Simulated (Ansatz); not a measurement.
# WS2: a listed cell, distorted in several ways

Aim: see how energy, forces, stress and gap of WS2 answer to moves of single atoms, further strains and shifts, swapped elements. Nothing is relaxed unless a step says so.

Method: DFT PBEsol, scalar-relativistic, plane waves, PAW, in Ansatz 0.2.0.

### 1 The system as given

The structure is trigonal, space group R3m (No. 160). The conventional cell has a = 3.158 Å, b = 3.158 Å, c = 18.490 Å, α = 90.00°, β = 90.00°, γ = 120.00°. W (site symmetry 3m) is surrounded by 6 S at 2.39 to 2.42 Å. S (site symmetry 3m) is surrounded by 3 W at 2.39 Å. Around S (site symmetry 3m) lie 3 W at 2.42 Å.

As a file:

```xyz
3
Lattice="1.5790 0.9116 6.1633 -1.5790 0.9116 6.1633 0.0000 -1.8233 6.1633" Properties=species:S:1:pos:R:3 pbc="T T T"
W     0.0000    0.0000    0.0000
S     0.0000    0.0000   13.8730
S     0.0000    0.0000   10.7427
```

The structure comes from the Crystallography Open Database.

### 2 A distortion that keeps the symmetry

Against the listed cell: strain xx, yy, zz, yz, xz, xy = -2.8, -2.8, +6.2, +0.0, +0.0, +0.0 %; atoms moved by 0.10 Å root mean square, at most 0.13 Å.

Input file input.yaml:

```yaml
crystal:
  lattice:
    - [1.5341409834, 0.8857367097, 6.5429294947]
    - [-1.5341409834, 0.8857367097, 6.5429294947]
    - [0.0, -1.7714734194, 6.5429294947]
  atoms:
    - { symbol: W, position: [-0.0056683106, -0.0056683106, -0.0056683106] }
    - { symbol: S, position: [0.7486869349, 0.7486869349, 0.7486869349] }
    - { symbol: S, position: [0.5882813757, 0.5882813757, 0.5882813757] }
basis:
  ecutwfc: 420
kpoints:
  mp_grid: { grid: [12, 12, 12] }
hamiltonian:
  xc: pbesol
scf:
  occupations: { method: gaussian, width: 0.02 }
output:
  forces: true
  stress: true
  eigenvalues: true
  populations: true
```

### 3 One atom moved

Input file input.yaml:

```yaml
crystal:
  lattice:
    - [1.5790003843, 0.9116362969, 6.16333]
    - [-1.5790003843, 0.9116362969, 6.16333]
    - [0.0, -1.8232725938, 6.16333]
  atoms:
    - { symbol: W, position: [0.0284990431, -0.0284990431, 0.0] }
    - { symbol: S, position: [0.7503, 0.7503, 0.7503] }
    - { symbol: S, position: [0.581, 0.581, 0.581] }
basis:
  ecutwfc: 420
kpoints:
  mp_grid: { grid: [12, 12, 12] }
hamiltonian:
  xc: pbesol
scf:
  occupations: { method: gaussian, width: 0.02 }
output:
  forces: true
  stress: true
  eigenvalues: true
```

### 4 One element swapped, cell strained: W → Mo, first probe

Input file input.yaml:

```yaml
crystal:
  lattice:
    - [1.522388127, 0.8789511949, 5.9423547378]
    - [-1.522388127, 0.8789511949, 5.9423547378]
    - [0.0, -1.7579023898, 5.9423547378]
  atoms:
    - { symbol: Mo, position: [0.0, 0.0, 0.0], spin: 1.0 }
    - { symbol: S, position: [0.7503, 0.7503, 0.7503] }
    - { symbol: S, position: [0.581, 0.581, 0.581] }
basis:
  ecutwfc: 420
kpoints:
  mp_grid: { grid: [9, 9, 9] }
hamiltonian:
  xc: pbesol
scf:
  occupations: { method: gaussian, width: 0.1 }
  lower_state_search: "off"
output:
  forces: true
  stress: true
  eigenvalues: true
  populations: true
magnetization:
  spin_polarized: true
```

### 5 One element swapped, cell strained: W → Mo

Input file input.yaml:

```yaml
crystal:
  lattice:
    - [1.522388127, 0.8789511949, 5.9423547378]
    - [-1.522388127, 0.8789511949, 5.9423547378]
    - [0.0, -1.7579023898, 5.9423547378]
  atoms:
    - { symbol: Mo, position: [0.0, 0.0, 0.0] }
    - { symbol: S, position: [0.7503, 0.7503, 0.7503] }
    - { symbol: S, position: [0.581, 0.581, 0.581] }
basis:
  ecutwfc: 420
kpoints:
  mp_grid: { grid: [12, 12, 12] }
hamiltonian:
  xc: pbesol
scf:
  occupations: { method: gaussian, width: 0.02 }
output:
  forces: true
  stress: true
  eigenvalues: true
```

### 6 A single atom displaced

Input file input.yaml:

```yaml
crystal:
  lattice:
    - [1.5790003843, 0.9116362969, 6.16333]
    - [-1.5790003843, 0.9116362969, 6.16333]
    - [0.0, -1.8232725938, 6.16333]
  atoms:
    - { symbol: W, position: [0.0, 0.0, 0.0] }
    - { symbol: S, position: [0.7977984052, 0.7028015948, 0.7503] }
    - { symbol: S, position: [0.581, 0.581, 0.581] }
basis:
  ecutwfc: 420
kpoints:
  mp_grid: { grid: [12, 12, 12] }
hamiltonian:
  xc: pbesol
scf:
  occupations: { method: gaussian, width: 0.02 }
output:
  forces: true
  stress: true
  eigenvalues: true
```

### 7 A distortion of lower symmetry

Input file input.yaml:

```yaml
crystal:
  lattice:
    - [1.1557380086, 1.1339081069, 6.2178886613]
    - [-1.8610053856, 1.0744429524, 6.4073687074]
    - [-0.4041320229, -1.5678578057, 6.2178914403]
  atoms:
    - { symbol: W, position: [-0.0052778776, 0.0050843888, -0.0052778776] }
    - { symbol: S, position: [0.7529688137, 0.7500616878, 0.7529688137] }
    - { symbol: S, position: [0.5836090639, 0.5761539234, 0.5836090639] }
basis:
  ecutwfc: 420
kpoints:
  mp_grid: { grid: [12, 12, 12] }
hamiltonian:
  xc: pbesol
scf:
  occupations: { method: gaussian, width: 0.02 }
output:
  forces: true
  stress: true
  eigenvalues: true
  populations: true
```

Q: Predict the outcome of this session. Wanted: for each run, case; energy; pressure; largest force.

The runs gave:

| step | case | energy (meV/atom) | pressure (GPa) | largest force (eV/Å) | gap on the mesh (eV) |
| --- | --- | --- | --- | --- | --- |
|  | listed cell, run earlier | 0 | -0.6 | 0.60 | 0.97 |
| 2 | a distortion that keeps the symmetry | +153.6 | 10.2 | 5.34 | 0.95 |
| 3 | one atom moved | +29.1 | 0.0 | 2.03 | 0.89 |
| 5 | one element swapped, cell strained: W → Mo | n/a | 18.9 | 2.16 | 0.78 |
| 6 | a single atom displaced | +41.1 | 0.2 | 1.90 | 0.88 |
| 7 | a distortion of lower symmetry | +271.6 | 12.4 | 4.44 | 0.85 |

Energies are counted from the listed cell, with the smearing taken to zero. Other atoms or functionals have another zero of energy (n/a). 

**Reading.** At the listed geometry the pressure is -0.6 GPa and the largest force 0.60 eV/Å: not this functional's equilibrium. The comparable points lie above the listed cell. The costliest is step 7, at 272 meV/atom. Among the distorted cells of the listed formula and level the largest force, 5.34 eV/Å, acts on W1 in step 2. Among the distorted cells of the listed formula and level the gap runs from 0.85 eV to 0.95 eV. These runs have no spin-orbit coupling; with W it would split and shift bands.

These are semilocal Kohn-Sham gaps, which aren't the measured quantity. Such gaps usually fall short of the measured ones.
